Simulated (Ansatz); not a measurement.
**MgS: stress in a strained cell**

MgS is deformed so: equal xy, yz and zx engineering shear strains of -4 %. What stress and forces result, by LAPW, PAW and all-electron datasets made for the crystal?

Program: Ansatz 0.2.0. Level of theory: DFT PBE, scalar-relativistic. These are calculated values, not measurements.

### Step 1. The structure to begin with

Symmetry: Fm-3m, No. 225, cubic system. The conventional cell has a = 5.203 Å, b = 5.203 Å, c = 5.203 Å, α = 90.00°, β = 90.00°, γ = 90.00°. Around Mg (site symmetry m-3m) lie 6 S at 2.60 Å. Around S (site symmetry m-3m) lie 6 Mg at 2.60 Å.

As a file:

```cif
data_structure
_symmetry_space_group_name_H-M 'Fm-3m'
_symmetry_Int_Tables_number 225
_cell_length_a 5.2033
_cell_length_b 5.2033
_cell_length_c 5.2033
_cell_angle_alpha 90.000
_cell_angle_beta 90.000
_cell_angle_gamma 90.000
_cell_volume 140.88
loop_
_atom_site_label
_atom_site_type_symbol
_atom_site_symmetry_multiplicity
_atom_site_Wyckoff_symbol
_atom_site_fract_x
_atom_site_fract_y
_atom_site_fract_z
_atom_site_occupancy
Mg1 Mg 4 a 0.00000 0.00000 0.00000 1
S1 S 4 b 0.50000 0.00000 0.00000 1
```

The file gives the conventional cell by its symmetry; the runs use the cell typed in the input.

Atoms are numbered in the order of the input: Mg1, S2.

### Step 2. After the deformation

Space group Fm-3m before, R-3m after.

### Step 3. All-electron LAPW

input.yaml

```yaml
crystal:
  lattice:
    - [-0.104066, 2.549617, 2.549617]
    - [2.549617, -0.104066, 2.549617]
    - [2.549617, 2.549617, -0.104066]
  atoms:
    - { symbol: Mg, position: [0.0, 0.0, 0.0] }
    - { symbol: S, position: [0.5, 0.5, 0.5] }
kpoints:
  mp_grid: { grid: [8, 8, 8] }
scf:
  occupations: { method: fermi_dirac, width: 0.01 }
hamiltonian:
  xc: pbe
  pseudopotentials: { kind: all_electron, lapw: { basis_error: 0.00025 } }
output:
  forces: true
  stress: true
  eigenvalues: true
```

### Step 4. Frozen-core PAW

Changes to input.yaml since step 3:

```diff
@@ -14,3 +14,3 @@
   xc: pbe
-  pseudopotentials: { kind: all_electron, lapw: { basis_error: 0.00025 } }
+  pseudopotentials: { kind: paw }
 output:
@@ -19 +19,2 @@
   eigenvalues: true
+  efg: { contact_densities: true }
```

### Step 5. Datasets made for this crystal

Changes to input.yaml since step 4:

```diff
@@ -14,3 +14,3 @@
   xc: pbe
-  pseudopotentials: { kind: paw }
+  pseudopotentials: { kind: all_electron, datasets: crystal }
 output:
```

(Steps that only read results are left out.)

Q: Predict the outcome of this session. Wanted: pressure; largest shear or deviatoric stress.

The runs gave:

| quantity | value |
| --- | --- |
| pressure | LAPW 1.25, PAW 1.26, crystal datasets 1.25 GPa |
| largest shear or deviatoric stress (LAPW) | 2.06 GPa |

**Reading.** The largest part of the stress beyond the pressure is 2.06 GPa in size; the atoms are carried along and not relaxed. No run of the undeformed cell stands beside it, so the pressure holds what the given cell had before the change. PAW: stress within 0.01 GPa of LAPW. Crystal datasets: stress within 0.01 GPa of LAPW.
